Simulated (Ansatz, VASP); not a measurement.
**CoSi2: VASP beside Ansatz**

```
CELL_PARAMETERS angstrom
0.00000 2.67992 2.67992
2.67992 0.00000 2.67992
2.67992 2.67992 0.00000
ATOMIC_POSITIONS crystal
Co 0.00000 0.00000 0.00000
Si 0.25000 0.25000 0.25000
Si 0.75000 0.75000 0.75000
```

Alike in both runs: functional PBE; k mesh 14 × 14 × 14; occupations gaussian, width 0.1 eV; no spin polarisation.

Ansatz relaxed the structure, and its values are those at the end. VASP's run is a single point on that final structure, the one shown.

|  | VASP | Ansatz |
| --- | --- | --- |
| version | VASP 6.6.1 | Ansatz 0.2.0 |
| potentials or method | VASP PAW PBE potentials, release 64 (Co, Si) | scalar-relativistic, plane waves, PAW |
| plane-wave cutoff (eV) | 520 | 420 |
| valence electrons in the cell | 17 | 25 |

Ansatz gave:

* gap on the k mesh at the Fermi level (eV): none
* pressure (GPa): 0.0

Task: Estimate VASP's values.

Result: gap on the k mesh at the Fermi level (eV): none; pressure (GPa): -0.2.

A gap of «none» marks a metal or a gap that the smearing closes. The two sets of potentials don't hold the same shells in valence.

Spin polarisation is off, so any magnetic state and its effect on volume and gap are missing.
